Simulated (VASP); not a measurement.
# As (R-3m) in VASP: notebook

Runs on As. Level: PBE+D3(BJ). Tasks: relaxation of cell and atoms.

Program: VASP 6.6.1. These are calculated values, not measurements. Logs are shortened: lines on timing, memory, paths and dates and some standing lists are left out, and cuts for length are marked.

### 1 The structure

The structure is trigonal, space group R-3m (No. 166). The conventional cell has a = 3.762 Å, b = 3.762 Å, c = 10.542 Å, α = 90.00°, β = 90.00°, γ = 120.00°. Around As (site symmetry 3m) lie 3 As at 2.51 Å.

### 2 Relaxation of cell and atoms, PBE+D3(BJ)

The input, INCAR:

```
SYSTEM = As
ALGO = Normal ; EDIFF = 1E-6
EDIFFG = -0.01 ; ENCUT = 600
GGA = PE ; IBRION = 2
ISIF = 3 ; ISMEAR = 0
IVDW = 12 ; LASPH = .True.
LCHARG = .False. ; LREAL = .False.
LWAVE = .False. ; NELM = 80
NSW = 90 ; PREC = Accurate
SIGMA = 0.03
```

The input, KPOINTS:

```
k-points
0
Gamma
  9 9 9
  0 0 0
```

The input, POSCAR:

```
As
1.0
    1.8807969000      1.0858786000      3.5140619900
   -1.8807969000      1.0858786000      3.5140619900
    0.0000000000     -2.1717571900      3.5140619900
As
2
Direct
    0.7740000000      0.7740000000      0.7740000000
    0.2260000000      0.2260000000      0.2260000000
```

Potentials or basis: VASP PAW PBE potentials, release 64 (As).

Command:

```bash
$ cat potpaw_PBE.64/As/POTCAR > POTCAR
$ mpirun -np 1 vasp_std > vasp.out
```

OUTCAR:

```text
SYSTEM = As
   EDIFF = 1E-6
   EDIFFG = -0.01
   ENCUT = 600
   GGA = PE
   IBRION = 2
   ISIF = 3
   ISMEAR = 0
   IVDW = 12
   LASPH = .True.
   LREAL = .False.
   NELM = 80
   NSW = 90
   PREC = Accurate
 IVDW          = 12

 ion  position               nearest neighbor table
   1  0.774  0.774  0.774-   2 2.51   2 2.51   2 2.51
   2  0.226  0.226  0.226-   1 2.51   1 2.51   1 2.51

  LATTYP: Found a trigonal (rhomboedric) cell.
 ALAT       =     4.1309999979
 COS(alpha) =     0.5854247158

  Lattice vectors:

 A1 = (   1.8807969000,   1.0858786000,   3.5140619900)
 A2 = (  -1.8807969000,   1.0858786000,   3.5140619900)
 A3 = (   0.0000000000,  -2.1717571900,   3.5140619900)

Analysis of symmetry for initial positions (statically):
=====================================================================
 Subroutine PRICEL returns:
 Original cell was already a primitive cell.

 Routine SETGRP: Setting up the symmetry group for a
 trigonal (rhombohedral) supercell.

 Subroutine GETGRP returns: Found 12 space group operations
 (whereof 12 operations were pure point group operations)
 out of a pool of 12 trial point group operations.

The static configuration has the point symmetry D_3d.

Analysis of symmetry for dynamics (positions and initial velocities):
=====================================================================
 Subroutine PRICEL returns:
 Original cell was already a primitive cell.

 Routine SETGRP: Setting up the symmetry group for a
 trigonal (rhombohedral) supercell.

 Subroutine GETGRP returns: Found 12 space group operations
 (whereof 12 operations were pure point group operations)
 out of a pool of 12 trial point group operations.

The dynamic configuration has the point symmetry D_3d.

 Subroutine INISYM returns: Found 12 space group operations
 (whereof 12 operations are pure point group operations),
 and found     1 'primitive' translations

----------------------------------------------------------------------------------------

                                     Primitive cell

  volume of cell :      43.0610

  direct lattice vectors                    reciprocal lattice vectors
     1.880796900  1.085878600  3.514061990     0.265844760  0.153485544  0.094856987
    -1.880796900  1.085878600  3.514061990    -0.265844760  0.153485544  0.094856987
     0.000000000 -2.171757190  3.514061990     0.000000000 -0.306971087  0.094856988

  length of vectors
     4.130999998  4.130999998  4.130999995     0.321292851  0.321292851  0.321292852

  position of ions in fractional coordinates (direct lattice)
     0.774000000  0.774000000  0.774000000
     0.226000000  0.226000000  0.226000000

  ion indices of the primitive-cell ions
   primitive index   ion index
                 1           1
                 2           2

----------------------------------------------------------------------------------------

 KPOINTS: k-points

Automatic generation of k-mesh.
 Grid dimensions read from file:
 generate k-points for:    9    9    9

 Generating k-lattice:

  Cartesian coordinates                     Fractional coordinates (reciprocal lattice)
     0.029538307  0.017053949  0.010539665     0.111111111  0.000000000  0.000000000
    -0.029538307  0.017053949  0.010539665     0.000000000  0.111111111  0.000000000
     0.000000000 -0.034107899  0.010539665     0.000000000  0.000000000  0.111111111

  Length of vectors
     0.035699206  0.035699206  0.035699206

  Shift w.r.t. Gamma in fractional coordinates (k-lattice)
     0.000000000  0.000000000  0.000000000

 Subroutine IBZKPT returns following result:
 ===========================================

 Found     85 irreducible k-points:

 Following reciprocal coordinates:
            Coordinates               Weight
  0.000000  0.000000  0.000000      1.000000
  0.111111  0.000000  0.000000      6.000000
  0.222222  0.000000 -0.000000      6.000000
  0.333333  0.000000  0.000000      6.000000
  0.444444  0.000000 -0.000000      6.000000
  0.111111  0.111111  0.000000      6.000000
[... 16 lines left out ...]
 -0.333333  0.333333  0.000000      6.000000
  0.444444  0.444444 -0.000000      6.000000
 [... further k-points ...]
   k-points           NKPTS =     85   k-points in BZ     NKDIM =     85   number of bands    NBANDS=      9
   number of dos      NEDOS =    301   number of ions     NIONS =      2
   total plane-waves  NPLWV =  46656
   dimension x,y,z NGX =    36 NGY =   36 NGZ =   36
   dimension x,y,z NGXF=    72 NGYF=   72 NGZF=   72
   ions per type =               2
   NGX,Y,Z   is equivalent  to a cutoff of  14.49, 14.49, 14.49 a.u.
   NGXF,Y,Z  is equivalent  to a cutoff of  28.98, 28.98, 28.98 a.u.
 SYSTEM =  As
   PREC   = accura    normal or accurate (medium, high low for compatibility)
   ISTART =      0    job   : 0-new  1-cont  2-samecut
   ICHARG =      2    charge: 1-file 2-atom 10-const
   ISPIN  =      1    spin polarized calculation?
   LNONCOLLINEAR =      F non collinear calculations
   LSORBIT =      F    spin-orbit coupling
   LASPH  =      T    aspherical Exc in radial PAW
   ENCUT  =  600.0 eV  44.10 Ry    6.64 a.u.   8.25  8.25  8.25*2*pi/ulx,y,z
   NELM   =     80;   NELMIN=  2; NELMDL= -5     # of ELM steps
   EDIFF  = 0.1E-05   stopping-criterion for ELM
   LREAL  =      F    real-space projection
   EDIFFG = -.1E-01   stopping-criterion for IOM
   NSW    =     90    number of steps for IOM
   IBRION =      2    ionic relax: 0-MD 1-quasi-New 2-CG
   NFREE  =      1    steps in history (QN), initial steepest desc. (CG)
   ISIF   =      3    stress and relaxation
   ISYM   =      2    0-nonsym 1-usesym 2-fastsym
   POTIM  = 0.5000    time-step for ionic-motion
   TEBEG  =    0.0;   TEEND  =   0.0 temperature during run
   PSTRESS=    0.0 pullay stress
   NELECT =      10.0000    total number of electrons
   NUPDOWN=      -1.0000    fix difference up-down
   EMIN   =  10.00;   EMAX   =-10.00  energy-range for DOS
   EFERMI =   0.00;   METHOD = LEGACY
   ISMEAR =     0;   SIGMA  =   0.03  broadening in eV -4-tet -1-fermi 0-gaus
   EFERMI_NEDOS =   21; number of points for ismear=-14 and -15
   IALGO  =     38    algorithm
   IMIX   =      4    mixing-type and parameters
     AMIX     =   0.40;   BMIX     =  1.00
     AMIX_MAG =   1.60;   BMIX_MAG =  1.00
  volume/ion in A,a.u.               =      21.53       145.29
  Fermi-wavevector in a.u.,A,eV,Ry     =   1.006268  1.901570 13.776916  1.012575
  Thomas-Fermi vector in A             =   2.138999
   LORBIT       =      0    0 simple, 1 ext, 2 COOP (PROOUT), +10 PAW based schemes
   GGA     = PE    functional components
   LHFCALC =     F    Hartree Fock is set to
   AEXX    =    0.0000 exact exchange contribution
   IVDW    =    12    specifies the selected vdW correction
   LEPSILON=     F    determine dielectric tensor
   LRPA    =     F    only Hartree local field effects (RPA)
 conjugate gradient relaxation of ions
 non-spin polarized calculation
 Gauss-broadening in eV      SIGMA  =   0.03
  energy-cutoff  :      600.00
  volume of cell :       43.06
 maximum number of plane-waves:      1461
 NGX is ok and might be reduce to    36
   NGX = 17   NGY = 17   NGZ = 17

--------------------------------------- Ionic step        1  -------------------------------------------

 number of electron      10.0000000 magnetization

 Free energy of the ion-electron system (eV)
  ---------------------------------------------------
  ext. energy  EPLUGINS =         0.00000000
  ---------------------------------------------------
  free energy    TOTEN  =        -9.32191242 eV

  energy without entropy =       -9.32186505  energy(sigma->0) =       -9.32188874

------------------------ aborting loop because EDIFF is reached ----------------------------------------

 Edisp (eV)   -0.83946

 E8    (eV) :    -0.3557
[... 105 lines left out ...]
  FREE ENERGIE OF THE ION-ELECTRON SYSTEM (eV)
  ---------------------------------------------------
  free  energy   TOTEN  =       -10.1715588839 eV

  energy  without entropy=      -10.1715226878  energy(sigma->0) =      -10.17154079

 E-fermi :   5.4816     XC(G=0):  -9.9951

 val. band max:        5.4549291787   @ k =   0.4444   0.0000  -0.0000
 cond. band min:       5.5030371456   @ k =   0.4444   0.3333   0.3333
 fundamental gap:      0.0481079668
 Fermi energy:         5.4815687079

 k-point     1 :       0.0000    0.0000    0.0000
  band No.  band energies     occupation
      1      -9.5071      2.00000
      2      -0.3258      2.00000
      3       2.9214      2.00000
      4       3.5315      2.00000
      5       3.5315      2.00000
      6       7.3724      0.00000
      7       8.4703      0.00000
      8       8.4703      0.00000
      9      12.2276      0.00000
[... 265 lines left out ...]
 k-point    24 :       0.4444    0.4444   -0.0000
  band No.  band energies     occupation
      1      -6.9050      2.00000
      2      -3.9681      2.00000
      3      -0.4630      2.00000
      4       1.2852      2.00000
      5       1.4474      2.00000
      6       7.1269      0.00000
      7      10.8382      0.00000
      8      12.0912      0.00000
      9      12.2911      0.00000

 [... further k-points ...]

[... ionic steps 4 to 9 ...]

--------------------------------------- Ionic step       10  -------------------------------------------

 number of electron      10.0000000 magnetization

------------------------ aborting loop because EDIFF is reached ----------------------------------------
[... 75 lines left out ...]
--------------------------------------- Ionic step       12  -------------------------------------------

 number of electron      10.0000000 magnetization

 Free energy of the ion-electron system (eV)
  ---------------------------------------------------
  ext. energy  EPLUGINS =         0.00000000
  ---------------------------------------------------
  free energy    TOTEN  =        -9.32066374 eV

  energy without entropy =       -9.32065109  energy(sigma->0) =       -9.32065741

 E-fermi :   5.6986     XC(G=0): -10.1226

 val. band max:        5.6458375336   @ k =   0.3333   0.2222   0.2222
 cond. band min:       5.7513375184   @ k =   0.4444   0.0000  -0.0000
 fundamental gap:      0.1054999848
 Fermi energy:         5.6985875323

 k-point     1 :       0.0000    0.0000    0.0000
  band No.  band energies     occupation
      1      -9.3794      2.00000
      2       0.1449      2.00000
      3       3.3707      2.00000
      4       3.6401      2.00000
      5       3.6401      2.00000
      6       7.8597      0.00000
      7       8.8583      0.00000
      8       8.8583      0.00000
      9      12.1934      0.00000
[... 265 lines left out ...]
 k-point    24 :       0.4444    0.4444   -0.0000
  band No.  band energies     occupation
      1      -6.6915      2.00000
      2      -3.6367      2.00000
      3      -0.4225      2.00000
      4       1.4641      2.00000
      5       1.4853      2.00000
      6       7.3979      0.00000
      7      11.3330      0.00000
      8      12.3297      0.00000
      9      12.9250      0.00000

 [... further k-points ...]

------------------------ aborting loop because EDIFF is reached ----------------------------------------

 Edisp (eV)   -0.86471

 E8    (eV) :    -0.3663
[... 25 lines left out ...]
  FREE ENERGIE OF THE ION-ELECTRON SYSTEM (eV)
  ---------------------------------------------------
  free  energy   TOTEN  =       -10.1853691503 eV

  energy  without entropy=      -10.1853564948  energy(sigma->0) =      -10.18536282

 reached required accuracy - stopping structural energy minimisation
```

It took 2.1 min on 1 thread of Intel Xeon 6975P-C (Granite Rapids), shared host; peak memory 0.23 GiB.

What came out:

| Item | Value |
| --- | --- |
| Free energy | -10.1854 eV |
| Relaxed volume | 20.93 Å³/atom |
| Relaxed cell | a = 4.012 Å, b = 4.012 Å, c = 4.012 Å, α = 56.41°, β = 56.41°, γ = 56.41° |
| Space group after relaxing (to 0.05 Å) | R-3m (No. 166) |
| Energy gained by relaxing | 12.0 meV/atom |
| Ionic steps | 12 |
| Pressure after relaxing | 0.0 GPa |
| Band gap on the k mesh | 0.11 eV, indirect (least direct gap 0.60 eV) |
| Dispersion energy per atom | -0.432 eV |

The path:
```
step  energy change (eV)  largest force (eV/Å)  pressure (GPa)  volume (Å³)
   1              0.0000                0.4899            0.86        43.06
   2             -0.0091                0.0343           -1.64        43.78
   3             -0.0102                0.0892           -1.05        43.60
   4             -0.0155                0.0321           -0.45        42.93
   5             -0.0176                0.0258            0.23        42.22
   6             -0.0220                0.0245            0.20        41.97
   7             -0.0236                0.0256            0.20        41.78
   8             -0.0238                0.0263            0.20        41.69
   9             -0.0239                0.0238           -0.18        41.94
  10             -0.0240                0.0244           -0.07        41.86
  11             -0.0240                0.0108            0.04        41.86
  12             -0.0240                0.0002            0.01        41.86
```

Final structure:
```
As
1.0
     1.89590    1.09460    3.36173
    -1.89590    1.09460    3.36173
     0.00000   -2.18920    3.36173
As
2
Direct
  0.76953 0.76953 0.76953
  0.23047 0.23047 0.23047
```

Caveat: an odd mesh through Γ misses points on the zone boundary, where band edges often lie.

### 3 Relaxation of cell and atoms, PBE+D3(BJ)

This run uses another cell than the first one, of 20.93 Å³/atom, 0.972 times its volume.

INCAR: that of step 2 with these lines changed.

```diff
@@ -1,4 +1,4 @@
 SYSTEM = As
-ALGO = Normal ; EDIFF = 1E-6
-EDIFFG = -0.01 ; ENCUT = 600
+ALGO = Normal ; EDIFF = 1E-7
+EDIFFG = -0.005 ; ENCUT = 600
 GGA = PE ; IBRION = 2
```

KPOINTS is that of step 2.

The input, POSCAR:

```
As                                      
1.0
    1.8958985595      1.0945975470      3.3617279869
   -1.8958985595      1.0945975470      3.3617279869
   -0.0000000000     -2.1891950844      3.3617279871
  As            
     2
Direct
     0.7695268149286898    0.7695268149286898    0.7695268149287082
     0.2304731850713104    0.2304731850713104    0.2304731850712919
```

Potentials or basis: VASP PAW PBE potentials, release 64 (As).

Command:

```bash
$ cat potpaw_PBE.64/As/POTCAR > POTCAR
$ mpirun -np 1 vasp_std > vasp.out
```

It took 13 s on 1 thread of Intel Xeon 6975P-C (Granite Rapids), shared host; peak memory 0.2 GiB.

It converged, with:

```
Free energy                : -10.1853 eV
Pressure after relaxing    : 0.0 GPa
Band gap on the k mesh     : 0.11 eV, indirect (least direct gap 0.60 eV)
Dispersion energy per atom : -0.432 eV
```

Final structure:
```xyz
2
Lattice="1.8959 1.0946 3.3617 -1.8959 1.0946 3.3617 0.0000 -2.1892 3.3617" Properties=species:S:1:pos:R:3 pbc="T T T"
As    0.0000    0.0000    7.7608
As    0.0000    0.0000    2.3244
```

Levels at points of the mesh, in eV from the valence-band top:
| k point | band 3 | band 4 | band 5 | band 6 | band 7 | band 8 |
| --- | --- | --- | --- | --- | --- | --- |
| (0.00, 0.00, 0.00) | -2.28 | -2.01 | -2.01 | 2.21 | 3.21 | 3.21 |

Caveat: the relaxation stopped at its first step, so nothing moved; an odd mesh through Γ misses points on the zone boundary, where band edges often lie.
